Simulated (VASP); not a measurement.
**BP: relaxation of the atoms with r2SCAN**

The system is BP.

```xyz
2
Lattice="0.0000 2.2508 2.2508 2.2508 0.0000 2.2508 2.2508 2.2508 0.0000" Properties=species:S:1:pos:R:3 pbc="T T T"
B     0.0000    0.0000    0.0000
P     1.1254    1.1254    1.1254
```

The cell isn't the ideal one: a relaxed cell with its volume scaled by 0.98.

```
Program                : VASP 6.6.1
Task                   : relaxation of the atoms
Functional             : r2SCAN
Potentials or basis    : VASP PAW PBE potentials, release 64 (B, P)
Cutoff                 : 600 eV
k mesh                 : 10 × 10 × 10
Occupations            : gaussian, width 0.03 eV
Spin                   : no spin polarisation
Further INCAR settings : ALGO = Normal; EDIFF = 1e-07; IBRION = 2; EDIFFG = -0.01; NSW = 40
```

```yaml
Pressure_after_relaxing: 3.6 GPa
Band_gap_on_the_k_mesh: 1.41 eV, indirect (least direct gap 3.68 eV)
```

Final structure:
```xyz
2
Lattice="0.0000 2.2508 2.2508 2.2508 0.0000 2.2508 2.2508 2.2508 0.0000" Properties=species:S:1:pos:R:3 pbc="T T T"
B     0.0000    0.0000    0.0000
P     1.1254    1.1254    1.1254
```

Levels at points of the mesh, in eV from the valence-band top:
| k point | band 1 | band 2 | band 3 | band 4 | band 5 | band 6 | band 7 | band 8 |
| --- | --- | --- | --- | --- | --- | --- | --- | --- |
| (0.00, 0.00, 0.00) | -16.48 | 0.00 | 0.00 | 0.00 | 3.68 | 3.68 | 3.68 | 8.40 |
| (0.50, 0.00, 0.00) | -12.90 | -9.68 | -1.90 | -1.90 | 4.29 | 5.05 | 5.05 | 11.01 |
| (0.50, 0.50, 0.00) | -11.19 | -9.26 | -4.44 | -4.44 | 1.49 | 1.89 | 13.30 | 13.30 |

It took 30 s on 1 thread of Intel(R) Xeon(R) 6975P-C (Granite Rapids), on a shared host, peak memory 0.16 GiB.

Caveat: the relaxation stopped at its first step, so nothing moved; the PAW data sets were made with another functional, which shifts forces and pressure a little. A k mesh can miss the band edges.
